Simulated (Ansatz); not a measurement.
Eu, one cell by several methods

```
CELL_PARAMETERS angstrom
-2.27550 2.27550 2.27550
2.27550 -2.27550 2.27550
2.27550 2.27550 -2.27550
ATOMIC_POSITIONS crystal
Eu 0.00000 0.00000 0.00000
```

Conventional cell: a = 4.551 Å, b = 4.551 Å, c = 4.551 Å, α = 90.00°, β = 90.00°, γ = 90.00°. Eu (atom 1) has 8 Eu at 3.94 Å as nearest neighbours.

The cell is a measured one (Crystallography Open Database entry 9008534); the temperature and pressure of the measurement aren't taken into account, and nothing was relaxed.

Semilocal functionals without a Hubbard term describe localised f shells poorly; where the shell is localised, the real material differs.

The magnetic state is the one reached from the start moments; no search over orders was made, so it needn't be the ground state.

Spin–orbit coupling is left out, though it moves levels of the heavy atoms by tenths of an eV or more.

All numbers are computed: DFT, PBEsol, PAW with Ansatz's default frozen-core files, scalar-relativistic (Ansatz 0.2.0); DFT, PBEsol, all-electron LAPW, scalar-relativistic (Ansatz 0.2.0).

For PAW: a Γ-centred 13×13×13 k mesh, Fermi–Dirac smearing of 0.05 eV, cutoff 420 eV, spin-polarised from start moments Eu 7 μB; the PAW files were made with PBE, and the program remakes their frozen cores for this functional. LAPW targets a basis error of 0.25 meV/atom. The Ansatz runs share mesh, smearing and spin set-up. Plane-wave (PAW) pressures include the program's estimate of the Pulay term.

Stress and pressure are positive in compression.

Levels count from the Fermi level.

```csv
quantity,PAW,LAPW
pressure (GPa),?,?
moment of the cell (μB),7.356,7.352
highest filled spin-up level at H (eV),-0.397,-0.402
lowest empty spin-up level at H (eV),4.372,4.373
highest filled spin-up level at N (eV),-0.411,-0.415
lowest empty spin-up level at N (eV),0.456,0.461
highest filled spin-up level at P (eV),-0.445,-0.449
lowest empty spin-up level at P (eV),?,0.012
```

Q: What belongs in the row "pressure (GPa)", column "PAW"?

A: -2.34.

Q: Give the missing entry: row "lowest empty spin-up level at P (eV)", column "PAW".

A: 0.007.

Q: What belongs in the row "pressure (GPa)", column "LAPW"?

A: -2.29.
